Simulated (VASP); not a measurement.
Crystal: Si.

```xyz
8
Lattice="4.3752 -2.5773 0.0000 4.3752 2.5773 0.0000 0.0000 0.0000 5.1831" Properties=species:S:1:pos:R:3 pbc="T T T"
Si    6.9503    0.0000    0.0000
Si    2.5751    0.0000    2.5915
Si    1.8001    0.0000    0.0000
Si    6.1753    0.0000    2.5915
Si    4.3752    1.7752    3.4941
Si    4.3752   -1.7752    1.6890
Si    4.3752    0.8022    0.9025
Si    4.3752   -0.8022    4.2805
```

This isn't the form of Si at room conditions, which is diamond.

| Property | Result |
| --- | --- |
| Program | VASP 6.6.1 |
| Task | single point |
| Functional | PBE |
| Potentials or basis | VASP PAW PBE potentials, release 64 (Si) |
| Cutoff | 520 eV |
| k mesh | 6 × 6 × 5 |
| Occupations | fermi-dirac, width 0.05 eV |
| Spin | no spin polarisation |

On this cell: pressure 0.4 GPa; largest force 0.050 eV/Å; band gap on the k mesh none (metal or under the smearing width).

The same run follows on a disturbed copy (atoms moved at random, drawn with an rms of 0.05 Å):

```xyz
8
Lattice="4.3752 -2.5773 0.0000 4.3752 2.5773 0.0000 0.0000 0.0000 5.1831" Properties=species:S:1:pos:R:3 pbc="T T T"
Si    6.9604    0.0176    0.0245
Si    2.5466   -0.0387    2.6317
Si    1.7837    0.0199    0.0123
Si    6.2136   -0.0753    2.5617
Si    4.4195    1.7881    3.5151
Si    4.3711   -1.7781    1.6693
Si    4.3710    0.8283    0.9034
Si    4.3127   -0.8189    4.2716
```

Problem. What does the disturbed cell give?

Solution. The energy (extrapolated to zero smearing) moves by +3.8 meV/atom; pressure 0.4 GPa; largest force 0.315 eV/Å; band gap on the k mesh none (metal or under the smearing width).

Forces on the atoms (eV/Å):
```
Si  -0.218 -0.084 -0.094
Si   0.047  0.053 -0.146
Si   0.205  0.012  0.039
Si  -0.140  0.088  0.175
Si  -0.004 -0.102 -0.139
Si  -0.006  0.051  0.132
Si  -0.013 -0.304 -0.010
Si   0.128  0.285  0.043
```

Stress tensor (GPa, compression positive):
```
 0.55  0.13  0.30
 0.13 -0.33  0.07
 0.30  0.07  1.07
```
